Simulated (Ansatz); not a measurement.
# MoS2: the cost of one run

Program: Ansatz 0.2.0. Level of theory: DFT PBE+U (U = 6 eV, J = 0.7 eV on Mo d), plane waves, PAW. These are calculated values, not measurements.

## (1) The starting structure

The structure is cubic, space group Fm-3m (No. 225). Conventional cell: a = 5.992 Å, b = 5.992 Å, c = 5.992 Å, α = 90.00°, β = 90.00°, γ = 90.00°. Mo (site symmetry m-3m) has 8 S at 2.59 Å as nearest neighbours. S (site symmetry -43m) is surrounded by 4 Mo at 2.59 Å.

As a file:

```
Mo S
1.0
     0.00000    2.99595    2.99595
     2.99595    0.00000    2.99595
     2.99595    2.99595    0.00000
Mo S
1 2
Cartesian
  0.0000 0.0000 0.0000
  1.4980 1.4980 1.4980
  4.4939 4.4939 4.4939
```

Magnetic order typed: ferromagnetic.

## (2) From atoms, symmetry kept, no search

input.yaml

```yaml
crystal:
  lattice:
    - [0.0, 2.99595142, 2.99595142]
    - [2.99595142, 0.0, 2.99595142]
    - [2.99595142, 2.99595142, 0.0]
  atoms:
    - { symbol: Mo, position: [0.0, 0.0, 0.0], spin: 2.0 }
    - { symbol: S, position: [0.25, 0.25, 0.25] }
    - { symbol: S, position: [0.75, 0.75, 0.75] }
basis:
  ecutwfc: 420
  ecutrho_ratio: 4
kpoints:
  mp_grid: { grid: [6, 6, 6] }
hamiltonian:
  xc: pbe
  hubbard: { sites: [{ site: 0, l: d, u: 6.0, j: 0.7 }] }
scf:
  occupations: { method: gaussian, width: 0.05 }
  lower_state_search: "off"
  max_iter: 150
output:
  forces: true
  stress: true
  eigenvalues: true
  populations: true
  hubbard: { sites: [{ site: 0, l: d }] }
magnetization:
  spin_polarized: true
```

On the command line:

```
$ ansatz run input.yaml --threads 2 --pin off --max-ram 3072MiB --backend cpu --events-out ev --progress --plain --runs-dir out
```

What time and memory should one allow on 2 threads of Arm Neoverse V1, shared host?

About 2.4 s, with a peak of 0.33 GiB.
